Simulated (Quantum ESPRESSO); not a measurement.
## Effort and miss along a sweep of ecutwfc: BeO (P6_3mc, 8 atoms in the cell)

Cell: a = 2.6823 Å, b = 2.6823 Å, c = 8.7810 Å, α = 90.00°, β = 90.00°, γ = 120.00°.

Computed with LDA (PZ), GBRV 1.5 ultrasoft (LDA) pseudopotentials (plane waves; Quantum ESPRESSO).

Base settings: ecutwfc = 40 Ry; ecutrho = 200 Ry; occupations = smearing; smearing = cold; degauss = 0.0147 Ry; potentials = {Be: be_lda_v1.4.uspp.F.UPF, O: o_lda_v1.2.uspp.F.UPF}; K_POINTS = automatic 11 11 3 0 0 0; conv_thr = 1e-10 Ry; mixing_beta = 0.3.

Misses are taken against the tightest run, 80 Ry (ecutrho: 200 Ry → 400 Ry), which need not be fully converged itself. The energy is the free energy per atom.

The count of work is k-points × plane waves × bands × iterations; it is no time, and leaves out set-up, grids and terms that scale otherwise. Core times come from one kind of shared machine and are given to one figure; runs under 30 s give none.

The starting cell was generated: these elements placed on a structure prototype, without a prior relaxation; it need not be a known phase or ordering of this composition. Its lattice was rescaled by a random factor within 2.5 % of one. In the base run, with a pressure of about -6 GPa the cell is away from its equilibrium volume at this level.

The runs (ecutwfc): 16 Ry (ecutrho: 200 Ry → 80 Ry) | 20 Ry (ecutrho: 200 Ry → 100 Ry) | 24 Ry (ecutrho: 200 Ry → 120 Ry) | 28 Ry (ecutrho: 200 Ry → 140 Ry) | 32 Ry (ecutrho: 200 Ry → 160 Ry) | 36 Ry (ecutrho: 200 Ry → 180 Ry) | 40 Ry | 46 Ry (ecutrho: 200 Ry → 230 Ry) | 52 Ry (ecutrho: 200 Ry → 260 Ry) | 60 Ry (ecutrho: 200 Ry → 300 Ry) | 70 Ry (ecutrho: 200 Ry → 350 Ry) | 80 Ry (ecutrho: 200 Ry → 400 Ry).

**Question.** Which is the coarsest setting among those run that, with all tighter ones, holds the energy within 10 meV/atom of the reference, and what does it save?

**Answer.** 40 Ry, off by 7.5 meV/atom; it needs 0.36 of the reference's count of work and about 0.3 of the reference's time.

**Question.** Which is the coarsest setting among those run that, with all tighter ones, holds the energy within 5 meV/atom of the reference, and what does it save?

**Answer.** 52 Ry (ecutrho: 200 Ry → 260 Ry), off by 3.0 meV/atom; its saving against the reference is no more than about a factor of 2 in the count of work.

**Question.** What does the step from 24 Ry (ecutrho: 200 Ry → 120 Ry) to 46 Ry (ecutrho: 200 Ry → 230 Ry) buy?

**Answer.** It takes the miss in the energy from 840 to 5.4 meV/atom, for 2.7 times the count of work.

| ecutwfc | energy less reference (meV/atom) | pressure less reference (GPa) | largest difference in the force on any atom (eV/Å) | count of work / reference | core time / reference (rough) |
|---|---|---|---|---|---|
| 16 Ry (ecutrho: 200 Ry → 80 Ry) | 8146.63 | -537.59 | 0.134 | 0.18 | – |
| 20 Ry (ecutrho: 200 Ry → 100 Ry) | 2630.39 | -232.18 | 0.044 | 0.17 | – |
| 24 Ry (ecutrho: 200 Ry → 120 Ry) | 835.17 | -94.80 | 0.018 | 0.15 | – |
| 28 Ry (ecutrho: 200 Ry → 140 Ry) | 234.47 | -34.16 | 0.009 | 0.21 | – |
| 32 Ry (ecutrho: 200 Ry → 160 Ry) | 59.12 | -10.36 | 0.001 | 0.26 | – |
| 36 Ry (ecutrho: 200 Ry → 180 Ry) | 15.95 | -2.41 | 0.000 | 0.31 | – |
| 40 Ry | 7.53 | -0.24 | 0.000 | 0.36 | 0.3 |
| 46 Ry (ecutrho: 200 Ry → 230 Ry) | 5.41 | -0.07 | 0.000 | 0.41 | – |
| 52 Ry (ecutrho: 200 Ry → 260 Ry) | 3.01 | -0.16 | 0.000 | 0.53 | 0.4 |
| 60 Ry (ecutrho: 200 Ry → 300 Ry) | 1.04 | 0.04 | 0.000 | 0.65 | 0.6 |
| 70 Ry (ecutrho: 200 Ry → 350 Ry) | 0.70 | 0.13 | 0.000 | 0.83 | 0.8 |
| 80 Ry (ecutrho: 200 Ry → 400 Ry) | 0.00 | 0.00 | 0.000 | 1.0 | 1 |
